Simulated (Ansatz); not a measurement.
# Te2Pt: the cost of one run

Method: DFT PBE+D3(BJ), scalar-relativistic, plane waves, PAW, and further levels as typed in the inputs, in Ansatz 0.2.0.

## 1. The system as given

It takes space group P-3m1 (No. 164, trigonal). Conventional cell: a = 4.026 Å, b = 4.026 Å, c = 20.740 Å, α = 90.00°, β = 90.00°, γ = 120.00°. Te (site symmetry 3m) is surrounded by 3 Pt at 2.70 Å. Around Pt (site symmetry -3m) lie 6 Te at 2.70 Å.

As a file:

```cif
data_structure
_symmetry_space_group_name_H-M 'P-3m1'
_symmetry_Int_Tables_number 164
_cell_length_a 4.0260
_cell_length_b 4.0260
_cell_length_c 20.7400
_cell_angle_alpha 90.000
_cell_angle_beta 90.000
_cell_angle_gamma 120.000
_cell_volume 291.13
loop_
_atom_site_label
_atom_site_type_symbol
_atom_site_symmetry_multiplicity
_atom_site_Wyckoff_symbol
_atom_site_fract_x
_atom_site_fract_y
_atom_site_fract_z
_atom_site_occupancy
Te1 Te 2 d 0.66667 0.33333 0.43394 1
Pt1 Pt 1 b 0.00000 0.00000 0.50000 1
```

## 2. Relaxing the atoms: Te2Pt sheet, no spin

Input file input.yaml:

```yaml
crystal:
  lattice:
    - [4.026, 0.0, 0.0]
    - [-2.013, 3.4866182756, 0.0]
    - [0.0, 0.0, 20.74]
  atoms:
    - { symbol: Te, position: [0.6666666667, 0.3333333333, 0.4339440694] }
    - { symbol: Pt, position: [0.0, 0.0, 0.5] }
    - { symbol: Te, position: [0.3333333333, 0.6666666667, 0.5660559306] }
  periodic: [true, true, false]
scf:
  occupations: { method: gaussian, width: 0.05 }
  n_extra_bands: 16
output:
  forces: true
  stress: false
  write_density: true
  write_potential: true
  elf: true
  volumetric_format: npy
kpoints:
  mp_grid: { grid: [14, 14, 1] }
hamiltonian:
  xc: pbe
  dispersion: d3bj
relax:
  f_tol: 0.01
  max_steps: 100
```

The run is started by

```sh
> ansatz run input.yaml --threads 8 --pin off --max-ram 24576MiB --backend cpu --events-out ev --progress --plain --runs-dir out
```

**Question.** How long does this run take on 8 threads of Arm Neoverse V1, shared host, and how much memory does it need?

About 13 s, with a peak of 1.2 GiB.
